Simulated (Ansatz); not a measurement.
**FeCo₃: equilibrium cell**

Method: Ansatz 0.2.0, DFT PBEsol, scalar-relativistic, plane waves, PAW. Each run relaxes cell and atoms to zero pressure from this start:

```yaml
crystal:
  lattice:
    - [3.53570, 0.00000, 0.00000]
    - [0.00000, 3.53570, 0.00000]
    - [0.00000, 0.00000, 3.53570]
  atoms:
    - { symbol: Fe, position: [0.00000, 0.00000, 0.00000] }
    - { symbol: Co, position: [0.50000, 0.50000, 0.00000] }
    - { symbol: Co, position: [0.50000, 0.00000, 0.50000] }
    - { symbol: Co, position: [0.00000, 0.50000, 0.50000] }
```

| Item | Value |
| --- | --- |
| plane-wave cutoff | 420 eV |
| occupation rule | Gaussian smearing, 0.1 eV |
| list of starting moments (μB, in atom order) | 2.85 1.83 1.83 1.83 |
| check for lower electronic states after the SCF | on |

Lengths are those of the conventional cell, space group Pm-3m.

| k-mesh | a (Å) | volume (Å³/atom) | gap on mesh (eV) |
| --- | --- | --- | --- |
| 1×1×1 | 3.633 | 11.99 | metal |
| 2×2×2 | 3.505 | 10.76 | metal |
| 4×4×4 | 3.502 | 10.74 | metal |
| 6×6×6 | 3.484 | 10.57 | metal |
| 12×12×12 | 3.488 | 10.61 | metal |

Cost: 5 runs of about 5.4 core-minutes in all, on Intel Xeon Platinum 8259CL (Skylake/Cascade Lake) (shared hosts).